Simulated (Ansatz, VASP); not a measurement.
# BiTe: VASP beside Ansatz

File INCAR:

```
SYSTEM = BiTe
  PREC = Accurate
  ENCUT = 520
  EDIFF = 1E-6
  ISMEAR = -1
  SIGMA = 0.03
  LREAL = .False.
  LASPH = .True.
  NELM = 60
  ALGO = Normal
  ISIF = 2
  LWAVE = .False.
  LCHARG = .False.
  GGA = PE
  NBANDS = 18
```

KPOINTS

```
regular mesh
0
Gamma
  10 10 10
  0 0 0
```

Contents of POSCAR:

```
BiTe
1.0
    0.0000000000      3.2564244654      3.2564244654
    3.2564244654      0.0000000000      3.2564244654
    3.2564244654      3.2564244654      0.0000000000
Bi Te
1 1
Direct
    0.0000000000      0.0000000000      0.0000000000
    0.5000000000      0.5000000000      0.5000000000
```

Input for Ansatz:

```yaml
crystal:
  lattice:
    - [0.0, 3.2564244654, 3.2564244654]
    - [3.2564244654, 0.0, 3.2564244654]
    - [3.2564244654, 3.2564244654, 0.0]
  atoms:
    - { symbol: Bi, position: [0.0, 0.0, 0.0] }
    - { symbol: Te, position: [0.5, 0.5, 0.5] }
kpoints:
  mp_grid: { grid: [10, 10, 10] }
scf:
  occupations: { method: fermi_dirac, width: 0.03 }
hamiltonian:
  xc: pbe
  pseudopotentials: { kind: all_electron, lapw: { basis_error: 0.00025 } }
output:
  forces: true
  stress: true
  eigenvalues: true
```

Change from the starting cell: volume scaled by 1.02.

Alike in both runs: task single point; functional PBE; k mesh 10 × 10 × 10; occupations fermi-dirac, width 0.03 eV; no spin polarisation.

```csv
,VASP,Ansatz
version,VASP 6.6.1,Ansatz 0.2.0
potentials or method,"VASP PAW PBE potentials, release 64 (Bi_d, Te)","all-electron LAPW, scalar-relativistic"
plane-wave cutoff (eV),520,see its input
```

```csv
,VASP,Ansatz,Ansatz less VASP
pressure (GPa),-0.2,-0.1,+0.07
```

Ansatz ran all-electron here, so the differences hold the error of VASP's frozen core and of both bases.

Caveats: spin-orbit coupling is left out, which moves the levels of the heavy elements.
